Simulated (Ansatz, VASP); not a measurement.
TiAl in VASP and in Ansatz

```
CELL_PARAMETERS angstrom
3.15647 0.00000 0.00000
0.00000 3.15647 0.00000
0.00000 0.00000 3.15647
ATOMIC_POSITIONS crystal
Ti 0.00000 0.00000 0.00000
Al 0.50000 0.50000 0.50000
```

Alike in both runs: functional PBEsol; k mesh 14 × 14 × 14; occupations gaussian, width 0.1 eV; no spin polarisation.

Ansatz relaxed the structure, and its values are those at the end. VASP's run is a single point on that final structure, the one shown.

|  | VASP | Ansatz |
| --- | --- | --- |
| version | VASP 6.6.1 | Ansatz 0.2.0 |
| potentials or method | VASP PAW PBE potentials, release 64 (Ti_sv, Al) | scalar-relativistic, plane waves, PAW |
| plane-wave cutoff (eV) | 520 | 420 |
| valence electrons in the cell | 15 | 15 |

|  | VASP | Ansatz | Ansatz less VASP |
| --- | --- | --- | --- |
| gap on the k mesh at the Fermi level (eV) | none | none | - |
| pressure (GPa) | 0.0 | 0.0 | -0.05 |

A gap of «none» marks a metal or a gap that the smearing closes.

Caveats: the PAW data sets were made with another functional, which shifts forces and pressure a little (VASP).
